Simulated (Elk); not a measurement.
An input for Elk 11.2.3 (patched build) (BaS (Fm-3m)):

```
tasks
  320

xctype
  20

rgkmax
  8.5

gmaxvr
  18.0

lmaxapw
  10

lmaxo
  8

nxlo
  2

lorbcnd
  .true.

autolinengy
  .true.

tshift
  .false.

ngridk
  6 6 6

vkloff
  0.05 0.15 0.25

nempty
  10

swidth
  0.00551

scissor
  0.03673

gmaxrf
  1.5

wplot
  246 100 0
  0.0 0.4525

optcomp
  1 1
  2 2
  3 3

fxctype
  210

sppath
  './'

avec
  0.0000000000 6.0353128105 6.0353128105
  6.0353128105 0.0000000000 6.0353128105
  6.0353128105 6.0353128105 0.0000000000

atoms
  2
  'Ba.in'
  1
  0.0000000000 0.0000000000 0.0000000000
  'S.in'
  1
  0.5000000000 0.5000000000 0.5000000000
```

```sh
OMP_NUM_THREADS=4 elk > log
```

Question: How long will it take on 4 threads of Arm Neoverse V1, shared host, and how much memory?

It took 23 s; on shared hardware allow 11 s to 45 s. Peak host memory was 0.17 GiB.

[Paths, hosts, dates, memory and timing lines, banners, echoed tables and standing remarks are left out of the program output.]

[Logs are printed without paths, hosts, clocks, repeated set-up lines and the standing remarks that a program may print on its own settings, such as how far it seeks lower states.]

[Runs of the session that timed out or met a known fault of the program may be left out.]

[Hosts, paths, dates, database ids (printed as entryN), source tags and the programs' standing remarks are cut or masked in the printed files.]
